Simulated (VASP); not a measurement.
# N (Pa-3) in VASP: single point with r2SCAN

Aim: the single point of N with r2SCAN.

Everything below comes from runs of VASP 6.6.1. Logs are shortened: lines on timing, memory, paths and dates and some standing lists are left out, and cuts for length are marked.

## (1) The structure

The structure is cubic, space group Pa-3 (No. 205). The conventional cell has a = 5.644 Å, b = 5.644 Å, c = 5.644 Å, α = 90.00°, β = 90.00°, γ = 90.00°. Around N (site symmetry 3) lie 1 N at 1.06 Å.

## (2) Single point, r2SCAN

POSCAR

```
N
1.0
    5.6440000000      0.0000000000      0.0000000000
    0.0000000000      5.6440000000      0.0000000000
    0.0000000000      0.0000000000      5.6440000000
N
8
Direct
    0.0540000000      0.0540000000      0.0540000000
    0.4460000000      0.9460000000      0.5540000000
    0.5540000000      0.4460000000      0.9460000000
    0.9460000000      0.5540000000      0.4460000000
    0.9460000000      0.9460000000      0.9460000000
    0.5540000000      0.0540000000      0.4460000000
    0.4460000000      0.5540000000      0.0540000000
    0.0540000000      0.4460000000      0.5540000000
```

INCAR.step1

```
PREC = Accurate ; ENCUT = 520
ISMEAR = -1 ; SIGMA = 0.1
LREAL = F ; LASPH = T
NELM = 100 ; NBANDS = 30
GGA = PE ; ALGO = Normal
EDIFF = 1E-4 ; LWAVE = T
LCHARG = F
```

INCAR.step2

```
PREC = Accurate ; ENCUT = 520
EDIFF = 1E-7 ; ISMEAR = -1
SIGMA = 0.1 ; LREAL = F
LASPH = T ; NELM = 100
ALGO = Normal ; ISIF = 2
LWAVE = F ; LCHARG = F
METAGGA = R2SCAN ; LMIXTAU = T
NBANDS = 30 ; ISTART = 1
```

KPOINTS

```
regular mesh
0
Gamma
  5 5 5
```

Potentials or basis: VASP PAW PBE potentials, release 64 (N).

Run with:

```bash
> cat potpaw_PBE.64/N/POTCAR > POTCAR
> cp INCAR.step1 INCAR
> mpirun -np 1 vasp_std > vasp.out
> cp INCAR.step2 INCAR
> mpirun -np 1 vasp_std > vasp.out
```

OUTCAR:

```text
PREC = Accurate
   ENCUT = 520
   EDIFF = 1E-7
   ISMEAR = -1
   LREAL = F
   LASPH = T
   NELM = 100
   ISIF = 2
   METAGGA = R2SCAN
   ISTART = 1

 ion  position               nearest neighbor table
   1  0.054  0.054  0.054-   5 1.06
   2  0.446  0.946  0.554-   6 1.06
   3  0.554  0.446  0.946-   7 1.06
   4  0.946  0.554  0.446-   8 1.06
   5  0.946  0.946  0.946-   1 1.06
   6  0.554  0.054  0.446-   2 1.06
   7  0.446  0.554  0.054-   3 1.06
   8  0.054  0.446  0.554-   4 1.06

  LATTYP: Found a simple cubic cell.
 ALAT       =     5.6440000000

  Lattice vectors:

 A1 = (   5.6440000000,   0.0000000000,   0.0000000000)
 A2 = (   0.0000000000,   5.6440000000,   0.0000000000)
 A3 = (   0.0000000000,   0.0000000000,   5.6440000000)

Analysis of symmetry for initial positions (statically):
=====================================================================
 Subroutine PRICEL returns:
 Original cell was already a primitive cell.

 Routine SETGRP: Setting up the symmetry group for a
 simple cubic supercell.

 Subroutine GETGRP returns: Found 24 space group operations
 (whereof  6 operations were pure point group operations)
 out of a pool of 48 trial point group operations.

The static configuration has the point symmetry S_6 .
 The point group associated with its full space group is T_h .

Analysis of symmetry for dynamics (positions and initial velocities):
=====================================================================
 Subroutine PRICEL returns:
 Original cell was already a primitive cell.

 Routine SETGRP: Setting up the symmetry group for a
 simple cubic supercell.

 Subroutine GETGRP returns: Found 24 space group operations
 (whereof  6 operations were pure point group operations)
 out of a pool of 48 trial point group operations.

The dynamic configuration has the point symmetry S_6 .
 The point group associated with its full space group is T_h .

 Subroutine INISYM returns: Found 24 space group operations
 (whereof  6 operations are pure point group operations),
 and found     1 'primitive' translations

----------------------------------------------------------------------------------------

                                     Primitive cell

  volume of cell :     179.7881

  direct lattice vectors                    reciprocal lattice vectors
     5.644000000  0.000000000  0.000000000     0.177179305  0.000000000  0.000000000
     0.000000000  5.644000000  0.000000000     0.000000000  0.177179305  0.000000000
     0.000000000  0.000000000  5.644000000     0.000000000  0.000000000  0.177179305

  length of vectors
     5.644000000  5.644000000  5.644000000     0.177179305  0.177179305  0.177179305

  position of ions in fractional coordinates (direct lattice)
     0.054000000  0.054000000  0.054000000
     0.446000000  0.946000000  0.554000000
     0.554000000  0.446000000  0.946000000
     0.946000000  0.554000000  0.446000000
     0.946000000  0.946000000  0.946000000
     0.554000000  0.054000000  0.446000000
     0.446000000  0.554000000  0.054000000
     0.054000000  0.446000000  0.554000000

  ion indices of the primitive-cell ions
   primitive index   ion index
                 1           1
                 2           2
                 3           3
                 4           4
                 5           5
                 6           6
                 7           7
                 8           8

----------------------------------------------------------------------------------------

 KPOINTS: regular mesh

Automatic generation of k-mesh.
 Grid dimensions read from file:
 generate k-points for:    5    5    5

 Generating k-lattice:

  Cartesian coordinates                     Fractional coordinates (reciprocal lattice)
     0.035435861  0.000000000  0.000000000     0.200000000  0.000000000  0.000000000
     0.000000000  0.035435861  0.000000000     0.000000000  0.200000000  0.000000000
     0.000000000  0.000000000  0.035435861     0.000000000  0.000000000  0.200000000

  Length of vectors
     0.035435861  0.035435861  0.035435861

  Shift w.r.t. Gamma in fractional coordinates (k-lattice)
     0.000000000  0.000000000  0.000000000

 Subroutine IBZKPT returns following result:
 ===========================================

 Found     11 irreducible k-points:

 Following reciprocal coordinates:
            Coordinates               Weight
  0.000000  0.000000  0.000000      1.000000
  0.200000  0.000000  0.000000      6.000000
  0.400000  0.000000  0.000000      6.000000
  0.200000  0.200000  0.000000     12.000000
  0.400000  0.200000  0.000000     12.000000
 -0.200000  0.400000  0.000000     12.000000
  0.400000  0.400000  0.000000     12.000000
  0.200000  0.200000  0.200000      8.000000
  0.400000  0.200000  0.200000     24.000000
  0.400000  0.400000  0.200000     24.000000
  0.400000  0.400000  0.400000      8.000000
   k-points           NKPTS =     11   k-points in BZ     NKDIM =     11   number of bands    NBANDS=     30
   number of dos      NEDOS =    301   number of ions     NIONS =      8
   total plane-waves  NPLWV =  74088
   dimension x,y,z NGX =    42 NGY =   42 NGZ =   42
   dimension x,y,z NGXF=    84 NGYF=   84 NGZF=   84
   ions per type =               8
   NGX,Y,Z   is equivalent  to a cutoff of  12.37, 12.37, 12.37 a.u.
   NGXF,Y,Z  is equivalent  to a cutoff of  24.74, 24.74, 24.74 a.u.
 SYSTEM =  unknown system
   PREC   = accura    normal or accurate (medium, high low for compatibility)
   ISTART =      1    job   : 0-new  1-cont  2-samecut
   ICHARG =      0    charge: 1-file 2-atom 10-const
   ISPIN  =      1    spin polarized calculation?
   LNONCOLLINEAR =      F non collinear calculations
   LSORBIT =      F    spin-orbit coupling
   LASPH  =      T    aspherical Exc in radial PAW
   ENCUT  =  520.0 eV  38.22 Ry    6.18 a.u.  10.49 10.49 10.49*2*pi/ulx,y,z
   NELM   =    100;   NELMIN=  2; NELMDL=  0     # of ELM steps
   EDIFF  = 0.1E-06   stopping-criterion for ELM
   LREAL  =      F    real-space projection
   EDIFFG = 0.1E-05   stopping-criterion for IOM
   NSW    =      0    number of steps for IOM
   IBRION =     -1    ionic relax: 0-MD 1-quasi-New 2-CG
   NFREE  =      0    steps in history (QN), initial steepest desc. (CG)
   ISIF   =      2    stress and relaxation
   ISYM   =      2    0-nonsym 1-usesym 2-fastsym
   POTIM  = 0.5000    time-step for ionic-motion
   TEBEG  =    0.0;   TEEND  =   0.0 temperature during run
   PSTRESS=    0.0 pullay stress
   NELECT =      40.0000    total number of electrons
   NUPDOWN=      -1.0000    fix difference up-down
   EMIN   =  10.00;   EMAX   =-10.00  energy-range for DOS
   EFERMI =   0.00;   METHOD = LEGACY
   ISMEAR =    -1;   SIGMA  =   0.10  broadening in eV -4-tet -1-fermi 0-gaus
   EFERMI_NEDOS =   21; number of points for ismear=-14 and -15
   IALGO  =     38    algorithm
   IMIX   =      4    mixing-type and parameters
     AMIX     =   0.40;   BMIX     =  1.00
     AMIX_MAG =   1.60;   BMIX_MAG =  1.00
  volume/ion in A,a.u.               =      22.47       151.66
  Fermi-wavevector in a.u.,A,eV,Ry     =   0.991991  1.874592 13.388766  0.984047
  Thomas-Fermi vector in A             =   2.123772
   LORBIT       =      0    0 simple, 1 ext, 2 COOP (PROOUT), +10 PAW based schemes
   METAGGA = R2SCAN    functional components
   LHFCALC =     F    Hartree Fock is set to
   AEXX    =    0.0000 exact exchange contribution
   IVDW    =     0    specifies the selected vdW correction
   LEPSILON=     F    determine dielectric tensor
   LRPA    =     F    only Hartree local field effects (RPA)
 non-spin polarized calculation
  energy-cutoff  :      520.00
  volume of cell :      179.79
 maximum number of plane-waves:      4945
 NGX is ok and might be reduce to    42
   NGX = 21   NGY = 21   NGZ = 21

 number of electron      40.0000004 magnetization

 Free energy of the ion-electron system (eV)
  ---------------------------------------------------
  ext. energy  EPLUGINS =         0.00000000
  ---------------------------------------------------
  free energy    TOTEN  =       -72.04596122 eV

  energy without entropy =      -72.04596122  energy(sigma->0) =      -72.04596122

 E-fermi :  -4.6619     XC(G=0):  -6.5404

 val. band max:       -7.1233313864   @ k =   0.4000   0.0000   0.0000
 cond. band min:       1.4539044585   @ k =   0.0000   0.0000   0.0000
 fundamental gap:      8.5772358449
 Fermi energy:        -4.6619328385

 k-point     1 :       0.0000    0.0000    0.0000
  band No.  band energies     occupation
      1     -27.1373      2.00000
      2     -27.0912      2.00000
      3     -27.0912      2.00000
      4     -27.0912      2.00000
      5     -10.5895      2.00000
      6     -10.5895      2.00000
[... 22 lines left out ...]
     29       5.1219      0.00000
     30       8.0171      0.00000

 k-point     2 :       0.2000    0.0000    0.0000
  band No.  band energies     occupation
      1     -27.1326      2.00000
      2     -27.0953      2.00000
      3     -27.0909      2.00000
      4     -27.0909      2.00000
      5     -10.5833      2.00000
      6     -10.5820      2.00000
[... 22 lines left out ...]
     29       5.2055      0.00000
     30       7.2022      0.00000

 k-point     3 :       0.4000    0.0000    0.0000
  band No.  band energies     occupation
      1     -27.1210      2.00000
      2     -27.1067      2.00000
      3     -27.0909      2.00000
      4     -27.0907      2.00000
      5     -10.5724      2.00000
      6     -10.5710      2.00000
[... 253 lines left out ...]
     29       5.9900      0.00000
     30       6.5110      0.00000

 k-point    11 :       0.4000    0.4000    0.4000
  band No.  band energies     occupation
      1     -27.1053      2.00000
      2     -27.1009      2.00000
      3     -27.1009      2.00000
      4     -27.1009      2.00000
      5     -10.5839      2.00000
      6     -10.5839      2.00000
[... 22 lines left out ...]
     29       6.2544      0.00000
     30       6.6376      0.00000

------------------------ aborting loop because EDIFF is reached ----------------------------------------

  FORCE on cell =-STRESS in cart. coord.  units (eV):
  Direction    XX          YY          ZZ          XY          YZ          ZX
  --------------------------------------------------------------------------------------
  -------------------------------------------------------------------------------------
  Total       13.4052399     13.4052399     13.4052399      0.0000000      0.0000000      0.0000000
  in kB      119.4604533    119.4604533    119.4604533      0.0000000      0.0000000      0.0000000
  external PRESSURE =     119.4604533 kB  Pullay stress =       0.0000000 kB

 VOLUME and BASIS-vectors are now :
 -----------------------------------------------------------------------------
  energy-cutoff  :      520.00
  volume of cell :      179.79
      direct lattice vectors                 reciprocal lattice vectors
     5.644000000  0.000000000  0.000000000     0.177179305  0.000000000  0.000000000
     0.000000000  5.644000000  0.000000000     0.000000000  0.177179305  0.000000000
     0.000000000  0.000000000  5.644000000     0.000000000  0.000000000  0.177179305

 POSITION                                       TOTAL-FORCE (eV/Angst)
 -----------------------------------------------------------------------------------
      0.30478      0.30478      0.30478         5.708914      5.708914      5.708914
      2.51722      5.33922      3.12678        -5.708914     -5.708914      5.708914
      3.12678      2.51722      5.33922         5.708914     -5.708914     -5.708914
      5.33922      3.12678      2.51722        -5.708914      5.708914     -5.708914
      5.33922      5.33922      5.33922        -5.708914     -5.708914     -5.708914
      3.12678      0.30478      2.51722         5.708914      5.708914     -5.708914
      2.51722      3.12678      0.30478        -5.708914      5.708914      5.708914
      0.30478      2.51722      3.12678         5.708914     -5.708914      5.708914
 -----------------------------------------------------------------------------------
    total drift:                                0.000000      0.000000     -0.000000

  FREE ENERGIE OF THE ION-ELECTRON SYSTEM (eV)
  ---------------------------------------------------
  free  energy   TOTEN  =       -72.0459612200 eV

  energy  without entropy=      -72.0459612198  energy(sigma->0) =      -72.04596122
```

Run time: 2.9 min. Hardware: 1 thread of Intel Xeon Platinum 8488C (Sapphire Rapids), shared host; peak memory 0.28 GiB.

Results:

```
Free energy            : -72.0460 eV
Pressure               : 11.9 GPa
Largest force          : 9.888 eV/Å
Band gap on the k mesh : 8.58 eV, indirect (least direct gap 8.60 eV)
```

Forces on the atoms (eV/Å):
```
N    5.709  5.709  5.709
N   -5.709 -5.709  5.709
N    5.709 -5.709 -5.709
N   -5.709  5.709 -5.709
N   -5.709 -5.709 -5.709
N    5.709  5.709 -5.709
N   -5.709  5.709  5.709
N    5.709 -5.709  5.709
```

Caveat: the standard files for N, O and F lose accuracy on very short bonds; the PAW data sets were made with another functional, which shifts forces and pressure a little; an odd mesh through Γ misses points on the zone boundary, where band edges often lie.
